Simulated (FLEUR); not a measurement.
# SiC (Moissanite) (P6_3mc) in FLEUR: settings compared, part 2 of 2

FLEUR MaX-R8.1 (later development tree). The steps go on from the part before.

### 3 Equation of state, PBEsol, 9.72 Å³/atom (volume scaled by 0.94)

Changes to inp.xml since step 2:

```diff
@@ -6,3 +6,3 @@
    <calculationSetup>
-      <cutoffs Kmax="5.6" Gmax="17.4" GmaxXC="17.4" numbands="0"/>
+      <cutoffs Kmax="5.76" Gmax="17.9" GmaxXC="17.9" numbands="0"/>
       <scfLoop itmax="60" minDistance="0.00001" maxIterBroyd="15" imix="Anderson" alpha="0.05" precondParam="0.0" spinf="2.0" sdNocoIR="T"/>
@@ -24,3 +24,3 @@
       <xi:include xmlns:xi="http://www.w3.org/2001/XInclude" href="sym.xml"> </xi:include>
-      <bulkLattice scale="1.0">
+      <bulkLattice scale="0.9795861087">
          <bravaisMatrix>
@@ -34,3 +34,3 @@
       <species name="Silicon (Si)" element="Si" atomicNumber="14">
-         <mtSphere radius="1.75" gridPoints="579" logIncrement="0.019"/>
+         <mtSphere radius="1.7" gridPoints="579" logIncrement="0.019"/>
          <atomicCutoffs lmax="8" lnonsphr="8"/>
@@ -49,3 +49,3 @@
       <species name="Carbon (C)" element="C" atomicNumber="6">
-         <mtSphere radius="1.52" gridPoints="503" logIncrement="0.02"/>
+         <mtSphere radius="1.47" gridPoints="503" logIncrement="0.02"/>
          <atomicCutoffs lmax="8" lnonsphr="8"/>
```

Potentials or basis: all-electron, FLAPW.

Launch:

```
> inpgen -f crystal.txt -profile fastHighL
> # inp.xml edited to the form shown
> mpirun -n 4 fleur_MPI -pe_per_kpt 1
```

Wall time 2.6 min (4 MPI ranks of Arm Neoverse V1, shared host).

Results (log left out):

```
Free energy                                           : -17822.0554 eV
Band gap on the k mesh                                : 2.23 eV, indirect (least direct gap 4.09 eV)
Valence electrons inside the program's atomic spheres : Si 9.15; C 2.51 (radii Si 1.7, C 1.47 bohr)
```

Caveat: an odd mesh through Γ misses points on the zone boundary, where band edges often lie.

### 4 Equation of state, PBEsol, 9.93 Å³/atom (volume scaled by 0.96)

Changes to inp.xml since step 3:

```diff
@@ -24,3 +24,3 @@
       <xi:include xmlns:xi="http://www.w3.org/2001/XInclude" href="sym.xml"> </xi:include>
-      <bulkLattice scale="0.9795861087">
+      <bulkLattice scale="0.9864848297">
          <bravaisMatrix>
```

Launch:

```
> inpgen -f crystal.txt -profile fastHighL
> # inp.xml edited to the form shown
> mpirun -n 4 fleur_MPI -pe_per_kpt 1
```

It took 2.8 min on 4 MPI ranks of Arm Neoverse V1, shared host.

Results (log left out):

* Free energy: -17822.1217 eV
* Band gap on the k mesh: 2.26 eV, indirect (least direct gap 4.05 eV)
* Valence electrons inside the program's atomic spheres: Si 9.13; C 2.48 (radii Si 1.7, C 1.47 bohr)

Caveat: an odd mesh through Γ misses points on the zone boundary, where band edges often lie.

### 5 Equation of state, PBEsol, 10.13 Å³/atom (volume scaled by 0.98)

Changes to inp.xml since step 4:

```diff
@@ -24,3 +24,3 @@
       <xi:include xmlns:xi="http://www.w3.org/2001/XInclude" href="sym.xml"> </xi:include>
-      <bulkLattice scale="0.9864848297">
+      <bulkLattice scale="0.9932883884">
          <bravaisMatrix>
```

Launch:

```
> inpgen -f crystal.txt -profile fastHighL
> # inp.xml edited to the form shown
> mpirun -n 4 fleur_MPI -pe_per_kpt 1
```

Wall time 2.9 min (4 MPI ranks of Arm Neoverse V1, shared host).

It converged, with:

| Quantity | Value |
| --- | --- |
| Free energy | -17822.1600 eV |
| Band gap on the k mesh | 2.30 eV, indirect (least direct gap 4.01 eV) |
| Valence electrons inside the program's atomic spheres | Si 9.12; C 2.46 (radii Si 1.7, C 1.47 bohr) |

Caveat: an odd mesh through Γ misses points on the zone boundary, where band edges often lie.

### 6 Equation of state, PBEsol, 10.34 Å³/atom

Changes to inp.xml since step 5:

```diff
@@ -24,3 +24,3 @@
       <xi:include xmlns:xi="http://www.w3.org/2001/XInclude" href="sym.xml"> </xi:include>
-      <bulkLattice scale="0.9932883884">
+      <bulkLattice scale="1.0000000000">
          <bravaisMatrix>
```

Potentials or basis: all-electron, FLAPW.

Launch:

```
> inpgen -f crystal.txt -profile fastHighL
> # inp.xml edited to the form shown
> mpirun -n 4 fleur_MPI -pe_per_kpt 1
```

It took 3 min on 4 MPI ranks of Arm Neoverse V1, shared host.

Results (log left out):

```yaml
Free_energy: -17822.1730 eV
Band_gap_on_the_k_mesh: 2.33 eV, indirect (least direct gap 3.96 eV)
Valence_electrons_inside_the_program's_atomic_spheres: Si 9.11; C 2.44 (radii Si 1.7, C 1.47 bohr)
```

Caveat: an odd mesh through Γ misses points on the zone boundary, where band edges often lie.

### 7 Equation of state, PBEsol, 10.55 Å³/atom (volume scaled by 1.02)

Changes to inp.xml since step 6:

```diff
@@ -24,3 +24,3 @@
       <xi:include xmlns:xi="http://www.w3.org/2001/XInclude" href="sym.xml"> </xi:include>
-      <bulkLattice scale="1.0000000000">
+      <bulkLattice scale="1.0066227096">
          <bravaisMatrix>
```

Launch:

```
> inpgen -f crystal.txt -profile fastHighL
> # inp.xml edited to the form shown
> mpirun -n 4 fleur_MPI -pe_per_kpt 1
```

It took 2.9 min on 4 MPI ranks of Arm Neoverse V1, shared host.

The run converged. Its results:

* Free energy: -17822.1630 eV
* Band gap on the k mesh: 2.36 eV, indirect (least direct gap 3.92 eV)
* Valence electrons inside the program's atomic spheres: Si 9.09; C 2.42 (radii Si 1.7, C 1.47 bohr)

Caveat: an odd mesh through Γ misses points on the zone boundary, where band edges often lie.

### 8 Equation of state, PBEsol, 10.75 Å³/atom (volume scaled by 1.04)

Changes to inp.xml since step 7:

```diff
@@ -24,3 +24,3 @@
       <xi:include xmlns:xi="http://www.w3.org/2001/XInclude" href="sym.xml"> </xi:include>
-      <bulkLattice scale="1.0066227096">
+      <bulkLattice scale="1.0131594038">
          <bravaisMatrix>
```

Launch:

```
> inpgen -f crystal.txt -profile fastHighL
> # inp.xml edited to the form shown
> mpirun -n 4 fleur_MPI -pe_per_kpt 1
```

It took 3.2 min on 4 MPI ranks of Arm Neoverse V1, shared host.

The run converged. Its results:

```yaml
Free_energy: -17822.1321 eV
Band_gap_on_the_k_mesh: 2.39 eV, indirect (least direct gap 3.88 eV)
Valence_electrons_inside_the_program's_atomic_spheres: Si 9.08; C 2.40 (radii Si 1.7, C 1.47 bohr)
```

Caveat: an odd mesh through Γ misses points on the zone boundary, where band edges often lie.

### 9 Equation of state, PBEsol, 10.96 Å³/atom (volume scaled by 1.06)

Changes to inp.xml since step 8:

```diff
@@ -24,3 +24,3 @@
       <xi:include xmlns:xi="http://www.w3.org/2001/XInclude" href="sym.xml"> </xi:include>
-      <bulkLattice scale="1.0131594038">
+      <bulkLattice scale="1.0196128224">
          <bravaisMatrix>
```

Potentials or basis: all-electron, FLAPW.

Launch:

```
> inpgen -f crystal.txt -profile fastHighL
> # inp.xml edited to the form shown
> mpirun -n 4 fleur_MPI -pe_per_kpt 1
```

Run time: 3.4 min. Hardware: 4 MPI ranks of Arm Neoverse V1, shared host.

Results (log left out):

- Free energy: -17822.0823 eV
- Band gap on the k mesh: 2.37 eV, indirect (least direct gap 3.84 eV)
- Valence electrons inside the program's atomic spheres: Si 9.07; C 2.38 (radii Si 1.7, C 1.47 bohr)

Caveat: an odd mesh through Γ misses points on the zone boundary, where band edges often lie.

### 10 Equation of state, PBEsol

Potentials or basis: all-electron, FLAPW.

This step only gathers the single runs of the series.

What came out:

* Equilibrium volume: 10.35 Å³/atom
* Bulk modulus at fixed shape and positions: 221 GPa
* Pressure derivative of the bulk modulus: 3.9

Energy against volume, from the lowest point:
| volume (Å³/atom) | energy (meV/atom) |
| --- | --- |
| 9.721 | 29.38 |
| 9.927 | 12.82 |
| 10.134 | 3.24 |
| 10.341 | 0.00 |
| 10.548 | 2.51 |
| 10.755 | 10.22 |
| 10.961 | 22.66 |

Caveat: the cell was scaled at fixed shape and fractional positions, which overstates the stiffness of a crystal with free parameters, most of all of layers and chains.

### 11 Band structure, LDA

Changes to inp.xml since step 9:

```diff
@@ -6,6 +6,6 @@
    <calculationSetup>
-      <cutoffs Kmax="5.76" Gmax="17.9" GmaxXC="17.9" numbands="0"/>
+      <cutoffs Kmax="5.6" Gmax="17.4" GmaxXC="17.4" numbands="0"/>
       <scfLoop itmax="60" minDistance="0.00001" maxIterBroyd="15" imix="Anderson" alpha="0.05" precondParam="0.0" spinf="2.0" sdNocoIR="T"/>
       <coreElectrons ctail="T" frcor="F" kcrel="0" coretail_lmax="0"/>
-      <xcFunctional name="PBEs" relativisticCorrections="F"/>
+      <xcFunctional name="vwn" relativisticCorrections="F"/>
       <magnetism jspins="1"/>
@@ -24,3 +24,3 @@
       <xi:include xmlns:xi="http://www.w3.org/2001/XInclude" href="sym.xml"> </xi:include>
-      <bulkLattice scale="1.0196128224">
+      <bulkLattice scale="1.0">
          <bravaisMatrix>
@@ -34,3 +34,3 @@
       <species name="Silicon (Si)" element="Si" atomicNumber="14">
-         <mtSphere radius="1.7" gridPoints="579" logIncrement="0.019"/>
+         <mtSphere radius="1.75" gridPoints="579" logIncrement="0.019"/>
          <atomicCutoffs lmax="8" lnonsphr="8"/>
@@ -49,3 +49,3 @@
       <species name="Carbon (C)" element="C" atomicNumber="6">
-         <mtSphere radius="1.47" gridPoints="503" logIncrement="0.02"/>
+         <mtSphere radius="1.52" gridPoints="503" logIncrement="0.02"/>
          <atomicCutoffs lmax="8" lnonsphr="8"/>
```

crystal.txt

```
SiC
&input cartesian=F /
3.0760000000  0.0000000000  0.0000000000
-1.5380000000  2.6638941420  0.0000000000
0.0000000000  0.0000000000  5.0480000000
1.8897261246
1.0 1.0 1.0

4
14 0.6666666666  0.3333333332  0.5000000000
14 0.3333333332  0.6666666666  0.0000000000
6 0.6666666666  0.3333333332  0.8850000000
6 0.3333333332  0.6666666666  0.3850000000

&kpt div1=10 div2=10 div3=5 gamma=T /
```

Changes to inp.xml (bands) since step 2:

```diff
@@ -9,3 +9,3 @@
       <coreElectrons ctail="T" frcor="F" kcrel="0" coretail_lmax="0"/>
-      <xcFunctional name="PBEs" relativisticCorrections="F"/>
+      <xcFunctional name="vwn" relativisticCorrections="F"/>
       <magnetism jspins="1"/>
```

Launch:

```
> inpgen -f crystal.txt -profile fastHighL
> # inp.xml edited to the form shown
> mpirun -n 4 fleur_MPI -pe_per_kpt 1
> mpirun -n 4 fleur_MPI -pe_per_kpt 1   # second run, on inp.xml (bands)
```

It took 2.8 min on 4 MPI ranks of Arm Neoverse V1, shared host.

The run converged. Its results:

```yaml
Free_energy: -17789.7133 eV
Band_gap_on_the_k_mesh: 2.37 eV, indirect (least direct gap 3.99 eV)
Band_gap_along_the_path: 2.21 eV, indirect (least direct gap 3.99 eV)
Valence_electrons_inside_the_program's_atomic_spheres: Si 9.24; C 2.62 (radii Si 1.75, C 1.52 bohr)
```

Levels at the corners of the path, in eV from the valence-band top:
| point | band 14 | band 15 | band 16 | band 17 | band 18 | band 19 |
| --- | --- | --- | --- | --- | --- | --- |
| Γ | -0.27 | -0.27 | 0.00 | 4.58 | 6.03 | 6.40 |
| M | -3.54 | -3.28 | -1.49 | 2.50 | 4.13 | 6.67 |
| K | -4.13 | -4.05 | -4.05 | 2.21 | 7.85 | 8.54 |
| Γ | -0.27 | -0.27 | 0.00 | 4.58 | 6.03 | 6.40 |
| A | -0.96 | -0.96 | -0.96 | 5.65 | 5.65 | 7.08 |
| L | -2.69 | -2.34 | -2.34 | 3.10 | 3.10 | 4.90 |
| H | -5.88 | -1.75 | -1.75 | 4.76 | 4.76 | 5.86 |
| A | -0.96 | -0.96 | -0.96 | 5.65 | 5.65 | 7.08 |
| L | -2.69 | -2.34 | -2.34 | 3.10 | 3.10 | 4.90 |
| M | -3.54 | -3.28 | -1.49 | 2.50 | 4.13 | 6.67 |
| K | -4.13 | -4.05 | -4.05 | 2.21 | 7.85 | 8.54 |
| H | -5.88 | -1.75 | -1.75 | 4.76 | 4.76 | 5.86 |

Core levels (eV from the Fermi level):
| atom | levels |
| --- | --- |
| 1 Si | 1s1/2 -1772.0 |
| 2 Si | 1s1/2 -1772.0 |
| 3 C | 1s1/2 -261.0 |
| 4 C | 1s1/2 -261.0 |

Caveat: the mesh misses the band edges, which the band path finds closer together. As with any semilocal functional, this LDA gap is likely too small.

### 12 Summary

| task | level | gmax | muffin-tin radii | max iterations | mixing factor | mixer | kmax | gap on the mesh (eV) |
| --- | --- | --- | --- | --- | --- | --- | --- | --- |
| band structure | PBEsol | 17.4 1/bohr | Si 1.75, C 1.52 bohr | 60 | 0.05 | Anderson | 5.6 1/bohr | 2.33 |
| equation of state | PBEsol | 17.9 1/bohr | Si 1.7, C 1.47 bohr | - | - | - | 5.76 1/bohr | - |
| band structure | LDA | 17.4 1/bohr | Si 1.75, C 1.52 bohr | 60 | 0.05 | Anderson | 5.6 1/bohr | 2.37 |

Alike in all rows: potentials or basis all-electron, FLAPW; no spin polarisation; cell as given; k mesh 10 × 10 × 5; smearing fermi-dirac 0.05 eV.

Caveats: the mesh misses the band edges, which the band path finds closer together (some runs); the cell was scaled at fixed shape and fractional positions, which overstates the stiffness of a crystal with free parameters, most of all of layers and chains (some runs).

Compare energies only between runs with the same functional and basis.
